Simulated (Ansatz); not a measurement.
We consider rock-salt LiI, described by LDA (Ansatz, an electronic-structure program, plane waves, PAW).

Numerical settings: plane-wave cutoff 520 eV, 10×10×10 k mesh, Fermi–Dirac smearing 0.01 eV, scalar-relativistic PAW data made under PBE.

Energies at three volumes about the minimum:

```tsv
V (Å³/atom)	E − E_lowest (meV/atom)
23.960	0.81
24.449	0.00
24.938	0.76
```

Problem. Fit a parabola by hand: where is the minimum, what lattice constant follows, and what is the bulk modulus?

Solution. Slopes: (0.00 − 0.81)/(24.449 − 23.960) = -1.656 and (0.76 − 0.00)/(24.938 − 24.449) = 1.554 meV/Å³. Curvature E″ = 2 × (1.554 − (-1.656))/(24.938 − 23.960) = 6.564 meV/Å⁶. From the middle of the first interval, the slope vanishes at V0 = 24.2045 − (-1.656)/6.564 = 24.457 Å³/atom. B = V0 E″ = 24.457 × 6.564 meV/Å³ × 0.1602 GPa per meV/Å³ = 25.7 GPa. With 8 atoms in the cube, a = (8 × 24.457)^(1/3) = 5.805 Å. The full Birch–Murnaghan fit to all volumes gives V0 = 24.448 Å³/atom and B0 = 25.7 GPa.

Measured, for comparison: bulk modulus 24 GPa (0 K, extrapolated to 0 K; as tabulated in Doll and Stoll (1998), arXiv:cond-mat/9801031). Computed (rounded) less measured: bulk modulus +7 %.
